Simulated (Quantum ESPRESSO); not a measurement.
**Fe: orders under biaxial strain**

Aim: follow moments and order energies of Fe with biaxial strain.

Program: Quantum ESPRESSO 7.5. Level of theory: PBE; plane waves with GBRV 1.5 PBE potentials, no spin-orbit coupling. Results are calculated unless marked as measured.

The database entry behind the starting cell differs from later determinations by our own check (an axis about 0.7 % long against later determinations), so it need not match the best structure at ambient conditions.

## (1) The structure

Symmetry: Im-3m, No. 229, cubic system. Conventional cell: a = 2.886 Å, b = 2.886 Å, c = 2.886 Å, α = 90.00°, β = 90.00°, γ = 90.00°. Nearest to Fe lie 8 Fe at 2.50 Å.

As a file:

```cif
data_structure
_symmetry_space_group_name_H-M 'P 1'
_symmetry_Int_Tables_number 1
_cell_length_a 2.4993
_cell_length_b 2.4993
_cell_length_c 2.4993
_cell_angle_alpha 109.471
_cell_angle_beta 109.471
_cell_angle_gamma 109.471
_cell_volume 12.02
loop_
_atom_site_label
_atom_site_type_symbol
_atom_site_fract_x
_atom_site_fract_y
_atom_site_fract_z
_atom_site_occupancy
Fe1 Fe 0.00000 0.00000 0.00000 1
```

The cell comes from the Crystallography Open Database.

## (2) Biaxial 0.94, ferro +

Lengths in the Cartesian xy plane scale by the factor; z is kept. Atoms keep their fractional places. Seeded atoms are those given a starting moment.

pw.in reads:

```
&CONTROL
  calculation = 'scf'
  prefix = 'pwscf'
  outdir = './tmp'
  pseudo_dir = './pseudo'
  disk_io = 'nowf'
  tprnfor = .true.
  tstress = .true.
/
&SYSTEM
  ibrav = 0
  nat = 1
  ntyp = 1
  ecutwfc = 40
  ecutrho = 280
  nbnd = 15
  occupations = 'smearing'
  smearing = 'fd'
  degauss = 0.00367493
  nspin = 2
  starting_magnetization(1) = 0.175
/
&ELECTRONS
  conv_thr = 2d-09
  electron_maxstep = 150
  mixing_beta = 0.3
/
ATOMIC_SPECIES
Fe     55.8450 fe_pbe_v1.5.uspp.F.UPF
CELL_PARAMETERS angstrom
  -1.3564200000    1.3564200000    1.4430000000
   1.3564200000   -1.3564200000    1.4430000000
   1.3564200000    1.3564200000   -1.4430000000
ATOMIC_POSITIONS crystal
Fe      0.0000000000    0.0000000000    0.0000000000
K_POINTS automatic
14 14 14 0 0 0
```

Run with:

```sh
$ OMP_NUM_THREADS=1 mpirun -n 2 pw.x -nk 2 -in pw.in > pw.out
```

The program printed:

```text
Program PWSCF v.7.5 starts

     Message from routine setup:
     using ibrav=0 with symmetry is DISCOURAGED, use correct ibrav instead

     K-points division:     npool     =       2
     Subspace diagonalization in iterative solution of the eigenvalue problem:

     bravais-lattice index     =            0
     lattice parameter (alat)  =       4.5361  a.u.
     unit-cell volume          =      71.6657 (a.u.)^3
     number of atoms/cell      =            1
     number of atomic types    =            1
     number of electrons       =        16.00
     number of Kohn-Sham states=           15
     kinetic-energy cutoff     =      40.0000  Ry
     charge density cutoff     =     280.0000  Ry
     scf convergence threshold =      2.0E-09
     mixing beta               =       0.3000
     number of iterations used =            8  plain     mixing
     Exchange-correlation=  SLA  PW   PBX  PBC
                           (   1   4   3   4   0   0   0)

     celldm(1)=   4.536130  celldm(2)=   0.000000  celldm(3)=   0.000000
     celldm(4)=   0.000000  celldm(5)=   0.000000  celldm(6)=   0.000000

     crystal axes: (cart. coord. in units of alat)
               a(1) = (  -0.565077   0.565077   0.601146 )
               a(2) = (   0.565077  -0.565077   0.601146 )
               a(3) = (   0.565077   0.565077  -0.601146 )

     reciprocal axes: (cart. coord. in units 2 pi/alat)
               b(1) = ( -0.000000  0.884835  0.831745 )
               b(2) = (  0.884835 -0.000000  0.831745 )
               b(3) = (  0.884835  0.884835  0.000000 )

     PseudoPot. # 1 for Fe read from file:
     fe_pbe_v1.5.uspp.F.UPF
     Pseudo is Ultrasoft + core correction, Zval = 16.0

     atomic species   valence    mass     pseudopotential
     Fe               16.00    55.84500     Fe( 1.00)

     Starting magnetic structure
     atomic species   magnetization
     Fe              0.175

     16 Sym. Ops., with inversion, found

   Cartesian axes

     site n.     atom                  positions (alat units)
         1        Fe     tau(   1) = (   0.0000000   0.0000000   0.0000000  )

     number of k points=   244  Fermi-Dirac smearing, width (Ry)=  0.0037

     Number of k-points >= 100: set verbosity='high' to print them.

     Dense  grid:     5659 G-vectors     FFT dimensions: (  25,  25,  25)

     Smooth grid:     2411 G-vectors     FFT dimensions: (  20,  20,  20)

     Check: negative core charge=   -0.000068
     Generating pointlists ...
     new r_m :   0.4125 (alat units)  1.8712 (a.u.) for type    1

     Initial potential from superposition of free atoms

     starting charge      15.0000, renormalised to      16.0000
     Starting wfcs are   13 randomized atomic wfcs +    2 random wfcs

     Self-consistent Calculation

     iteration #  1     ecut=    40.00 Ry     beta= 0.30
     Davidson diagonalization with overlap
     ethr =  1.00E-02,  avg # of iterations =  4.2

     total energy              =    -249.92392384 Ry
     estimated scf accuracy    <       2.18521606 Ry

     total magnetization       =     1.88 Bohr mag/cell
     absolute magnetization    =     1.88 Bohr mag/cell

     iteration #  2     ecut=    40.00 Ry     beta= 0.30
     Davidson diagonalization with overlap
     ethr =  1.00E-02,  avg # of iterations =  1.9

     total energy              =    -250.33689534 Ry
     estimated scf accuracy    <       0.01464419 Ry

     total magnetization       =     2.27 Bohr mag/cell
     absolute magnetization    =     2.30 Bohr mag/cell

     [... further iterations left out ...]

     iteration #  9     ecut=    40.00 Ry     beta= 0.30
     Davidson diagonalization with overlap
     ethr =  1.89E-09,  avg # of iterations =  1.9

     total energy              =    -250.34341860 Ry
     estimated scf accuracy    <       0.00000018 Ry

     total magnetization       =     2.14 Bohr mag/cell
     absolute magnetization    =     2.24 Bohr mag/cell

     iteration # 10     ecut=    40.00 Ry     beta= 0.30
     Davidson diagonalization with overlap
     ethr =  1.12E-09,  avg # of iterations =  1.0

     Magnetic moment per site  (integrated on atomic sphere of radius R)
     atom   1 (R=0.413)  charge= 14.3393  magn=  2.1771

     End of self-consistent calculation

     Number of k-points >= 100: set verbosity='high' to print the bands.

     the Fermi energy is    19.7924 ev

!    total energy              =    -250.34341876 Ry
     estimated scf accuracy    <          7.5E-10 Ry
     smearing contrib. (-TS)   =      -0.00052078 Ry
     internal energy E=F+TS    =    -250.34289797 Ry

     The total energy is F=E-TS. E is the sum of the following terms:
     one-electron contribution =    -107.11927226 Ry
     hartree contribution      =      64.05765675 Ry
     xc contribution           =     -29.26968543 Ry
     ewald contribution        =    -178.01159703 Ry

     total magnetization       =     2.14 Bohr mag/cell
     absolute magnetization    =     2.24 Bohr mag/cell

     convergence has been achieved in  10 iterations

     Forces acting on atoms (cartesian axes, Ry/au):

     atom    1 type  1   force =     0.00000000    0.00000000    0.00000000

     Total force =     0.000000     Total SCF correction =     0.000000

     Computing stress (Cartesian axis) and pressure

          total   stress  (Ry/bohr**3)                   (kbar)     P=      167.11
   0.00133993  -0.00000000   0.00000000          197.11       -0.00        0.00
  -0.00000000   0.00133993   0.00000000           -0.00      197.11        0.00
  -0.00000000  -0.00000000   0.00072807           -0.00       -0.00      107.10

=------------------------------------------------------------------------------=
   JOB DONE.
=------------------------------------------------------------------------------=
```

It took 22 s on 2 MPI ranks of Arm Neoverse N1, shared host; peak memory 0.15 GiB.

Spin moment in the atom's sphere by atom:

```csv
atom,spin moment in the atom's sphere (μB)
Fe1,2.18
```

This step gave:

| Quantity | Value |
| --- | --- |
| smearing term TS | 0.007086 eV |
| pressure | 16.71 GPa |
| magnetization | 2.14 μB |
| absolute magnetization | 2.241 μB |
| final state | ferromagnetic |

## (3) Biaxial 0.94, antiferro q=(0,0,1/2) +-

The wavevector q is in fractions of the reciprocal vectors of the crystal's primitive cell, as the cells of these inputs are built from it; moments change sign between cells as cos(2π q·R).

pw.in reads:

```
&CONTROL
  calculation = 'scf'
  prefix = 'pwscf'
  outdir = './tmp'
  pseudo_dir = './pseudo'
  disk_io = 'nowf'
  tprnfor = .true.
  tstress = .true.
/
&SYSTEM
  ibrav = 0
  nat = 2
  ntyp = 2
  ecutwfc = 40
  ecutrho = 280
  nbnd = 23
  occupations = 'smearing'
  smearing = 'fd'
  degauss = 0.00367493
  nspin = 2
  starting_magnetization(1) = 0.175
  starting_magnetization(2) = -0.175
/
&ELECTRONS
  conv_thr = 4d-09
  electron_maxstep = 150
  mixing_beta = 0.3
/
ATOMIC_SPECIES
Fe1    55.8450 fe_pbe_v1.5.uspp.F.UPF
Fe2    55.8450 fe_pbe_v1.5.uspp.F.UPF
CELL_PARAMETERS angstrom
  -1.3564200000    1.3564200000    1.4430000000
   1.3564200000   -1.3564200000    1.4430000000
   2.7128400000    2.7128400000   -2.8860000000
ATOMIC_POSITIONS crystal
Fe1     0.0000000000    0.0000000000    0.0000000000
Fe2     0.0000000000    0.0000000000    0.5000000000
K_POINTS automatic
14 14 7 0 0 0
```

The program printed:

```text
     [... lines left out ...]
Program PWSCF v.7.5 starts
     [... lines left out ...]
     number of atoms/cell      =            2
     [... lines left out ...]
     number of electrons       =        32.00
     number of Kohn-Sham states=           23
     kinetic-energy cutoff     =      40.0000  Ry
     charge density cutoff     =     280.0000  Ry
     scf convergence threshold =      4.0E-09
     [... lines left out ...]
      8 Sym. Ops., with inversion, found
     [... lines left out ...]
     number of k points=   228  Fermi-Dirac smearing, width (Ry)=  0.0037
     [... lines left out ...]
     iteration # 16     ecut=    40.00 Ry     beta= 0.30
     [... lines left out ...]
     Magnetic moment per site  (integrated on atomic sphere of radius R)
     atom   1 (R=0.413)  charge= 14.3327  magn=  1.7621
     atom   2 (R=0.413)  charge= 14.3328  magn= -1.7624
     [... lines left out ...]
     the Fermi energy is    20.0093 ev
!    total energy              =    -500.66228420 Ry
     estimated scf accuracy    <          3.7E-09 Ry
     smearing contrib. (-TS)   =      -0.00166808 Ry
     [... lines left out ...]
     total magnetization       =    -0.00 Bohr mag/cell
     absolute magnetization    =     3.65 Bohr mag/cell
     convergence has been achieved in  16 iterations
     [... lines left out ...]
     Total force =     0.000000     Total SCF correction =     0.000000
     [... lines left out ...]
          total   stress  (Ry/bohr**3)                   (kbar)     P=      105.07
     [... lines left out ...]
```

Run time: 1.7 min. Hardware: 2 MPI ranks; peak memory 0.24 GiB.

Spin moment in the atom's sphere by atom:

```
atom  spin moment in the atom's sphere (μB)
 Fe1                                   1.76
 Fe2                                  -1.76
```

Read from the output:

* smearing term TS: 0.02270 eV
* pressure: 10.51 GPa
* magnetization: 0 μB
* absolute magnetization: 3.651 μB
* final state: antiferromagnetic

## (4) Biaxial 0.94, no spin polarisation

pw.in reads:

```
&CONTROL
  calculation = 'scf'
  prefix = 'pwscf'
  outdir = './tmp'
  pseudo_dir = './pseudo'
  disk_io = 'nowf'
  tprnfor = .true.
  tstress = .true.
/
&SYSTEM
  ibrav = 0
  nat = 1
  ntyp = 1
  ecutwfc = 40
  ecutrho = 280
  nbnd = 14
  occupations = 'smearing'
  smearing = 'fd'
  degauss = 0.00367493
/
&ELECTRONS
  conv_thr = 2d-09
  electron_maxstep = 150
  mixing_beta = 0.3
/
ATOMIC_SPECIES
Fe     55.8450 fe_pbe_v1.5.uspp.F.UPF
CELL_PARAMETERS angstrom
  -1.3564200000    1.3564200000    1.4430000000
   1.3564200000   -1.3564200000    1.4430000000
   1.3564200000    1.3564200000   -1.4430000000
ATOMIC_POSITIONS crystal
Fe      0.0000000000    0.0000000000    0.0000000000
K_POINTS automatic
14 14 14 0 0 0
```

The program printed:

```text
     [... lines left out ...]
Program PWSCF v.7.5 starts
     [... lines left out ...]
     number of atoms/cell      =            1
     [... lines left out ...]
     number of electrons       =        16.00
     number of Kohn-Sham states=           14
     kinetic-energy cutoff     =      40.0000  Ry
     charge density cutoff     =     280.0000  Ry
     scf convergence threshold =      2.0E-09
     [... lines left out ...]
     16 Sym. Ops., with inversion, found
     [... lines left out ...]
     number of k points=   244  Fermi-Dirac smearing, width (Ry)=  0.0037
     [... lines left out ...]
     iteration #  9     ecut=    40.00 Ry     beta= 0.30
     [... lines left out ...]
     the Fermi energy is    19.8604 ev
!    total energy              =    -250.31276884 Ry
     estimated scf accuracy    <          1.8E-10 Ry
     smearing contrib. (-TS)   =      -0.00187227 Ry
     [... lines left out ...]
     convergence has been achieved in   9 iterations
     [... lines left out ...]
     Total force =     0.000000     Total SCF correction =     0.000000
     [... lines left out ...]
          total   stress  (Ry/bohr**3)                   (kbar)     P=      -37.98
     [... lines left out ...]
```

The job ended after 10 s (2 MPI ranks; peak memory 0.12 GiB).

This step gave:

| Item | Value |
| --- | --- |
| smearing term TS | 0.02547 eV |
| pressure | -3.799 GPa |
| final state | non-magnetic (no spin polarisation) |

## (5) Biaxial 1.06, ferro +

pw.in, as its differences from that of step 4:

```diff
@@ -15,3 +15,3 @@
   ecutrho = 280
-  nbnd = 14
+  nbnd = 15
   occupations = 'smearing'
@@ -19,2 +19,4 @@
   degauss = 0.00367493
+  nspin = 2
+  starting_magnetization(1) = 0.175
 /
@@ -28,5 +30,5 @@
 CELL_PARAMETERS angstrom
-  -1.3564200000    1.3564200000    1.4430000000
-   1.3564200000   -1.3564200000    1.4430000000
-   1.3564200000    1.3564200000   -1.4430000000
+  -1.5295800000    1.5295800000    1.4430000000
+   1.5295800000   -1.5295800000    1.4430000000
+   1.5295800000    1.5295800000   -1.4430000000
 ATOMIC_POSITIONS crystal
```

The program printed:

```text
     [... lines left out ...]
Program PWSCF v.7.5 starts
     [... lines left out ...]
     number of atoms/cell      =            1
     [... lines left out ...]
     number of electrons       =        16.00
     number of Kohn-Sham states=           15
     kinetic-energy cutoff     =      40.0000  Ry
     charge density cutoff     =     280.0000  Ry
     scf convergence threshold =      2.0E-09
     [... lines left out ...]
     16 Sym. Ops., with inversion, found
     [... lines left out ...]
     number of k points=   244  Fermi-Dirac smearing, width (Ry)=  0.0037
     [... lines left out ...]
     iteration # 12     ecut=    40.00 Ry     beta= 0.30
     [... lines left out ...]
     Magnetic moment per site  (integrated on atomic sphere of radius R)
     atom   1 (R=0.413)  charge= 14.5264  magn=  2.6995
     [... lines left out ...]
     the Fermi energy is    14.7947 ev
!    total energy              =    -250.33686122 Ry
     estimated scf accuracy    <          8.9E-11 Ry
     smearing contrib. (-TS)   =      -0.00058014 Ry
     [... lines left out ...]
     total magnetization       =     2.61 Bohr mag/cell
     absolute magnetization    =     2.80 Bohr mag/cell
     convergence has been achieved in  12 iterations
     [... lines left out ...]
     Total force =     0.000000     Total SCF correction =     0.000000
     [... lines left out ...]
          total   stress  (Ry/bohr**3)                   (kbar)     P=     -183.81
     [... lines left out ...]
```

Elapsed: 28 s, on 2 MPI ranks; peak memory 0.16 GiB; 55 s of CPU time.

Read from the output:

```yaml
smearing_term_ts: 0.007893 eV
pressure: -18.38 GPa
magnetization: 2.612 μB
absolute_magnetization: 2.801 μB
final_state: ferromagnetic
largest_moment: 2.700 μB
```

## (6) Trends

The runs not shown differ from these in the moved quantity alone.

States, by row:

```csv
biaxial,ferro +,"antiferro q=(0,0,1/2) +-",no spin polarisation
0.94,ferromagnetic,antiferromagnetic,non-magnetic
0.96,ferromagnetic,antiferromagnetic,non-magnetic
0.98,ferromagnetic,antiferromagnetic,non-magnetic
1,ferromagnetic,antiferromagnetic,non-magnetic
1.02,ferromagnetic,antiferromagnetic,non-magnetic
1.04,ferromagnetic,antiferromagnetic,non-magnetic
1.06,ferromagnetic,antiferromagnetic,non-magnetic
```

Table of largest site moment by biaxial:

| biaxial (factor) | ferro + (μB) | antiferro q=(0,0,1/2) +- (μB) |
| --- | --- | --- |
| 0.9400 | 2.18 | 1.76 |
| 0.9600 | 2.23 | 1.92 |
| 0.9800 | 2.30 | 2.08 |
| 1.0000 | 2.43 | 2.23 |
| 1.0200 | 2.58 | 2.36 |
| 1.0400 | 2.65 | 2.47 |
| 1.0600 | 2.70 | 2.57 |

The energy less that of the parallel start by biaxial; values in meV a seeded atom:

```
biaxial (factor)  antiferro q=(0,0,1/2) +-  no spin polarisation
          0.9400                       167                   417
          0.9600                       199                   497
          0.9800                       219                   564
          1.0000                       230                   622
          1.0200                       241                   681
          1.0400                       248                   739
          1.0600                       252                   795
```

Energy over the lowest against biaxial; values in meV an atom:

| biaxial (factor) | ferro + | antiferro q=(0,0,1/2) +- | no spin polarisation |
| --- | --- | --- | --- |
| 0.9400 | 47.8 | 215 | 465 |
| 0.9600 | 8.76 | 208 | 505 |
| 0.9800 | 0 | 219 | 564 |
| 1.0000 | 14.6 | 244 | 637 |
| 1.0200 | 42.1 | 283 | 723 |
| 1.0400 | 83.1 | 331 | 822 |
| 1.0600 | 137 | 389 | 932 |

## (7) Results

- moment, parallel start: 2.18 to 2.70 μB
- states met from these starts: antiferromagnetic and ferromagnetic

What this shows: The moment of the parallel start goes from 2.18 μB at 0.94 to 2.70 μB at 1.06. The net moment of the cell goes from 2.14 to 2.61 μB. The radius of the spheres follows the nearest distance, so part of the change of the site moments is the spheres'. The largest moment of the start antiferro q=(0,0,1/2) +- lies between 1.76 and 2.57 μB. The start antiferro q=(0,0,1/2) +- lies over the parallel one at every finished point, by 167 to 252 meV a seeded atom.

[Logs and program files are shortened in this print: banners, set-up blocks, solver, clock and traceback lines can be left out without a mark of their own.]

[Logs are printed without paths, hosts, clocks, repeated set-up lines and the standing remarks that a program may print on its own settings, such as how far it seeks lower states.]

[Hosts, paths, dates, database ids (printed as entryN), source tags and the programs' standing remarks are cut or masked in the printed files.]

[Where a cell is said to come from a database of computed structures, the database is the Materials Project.]
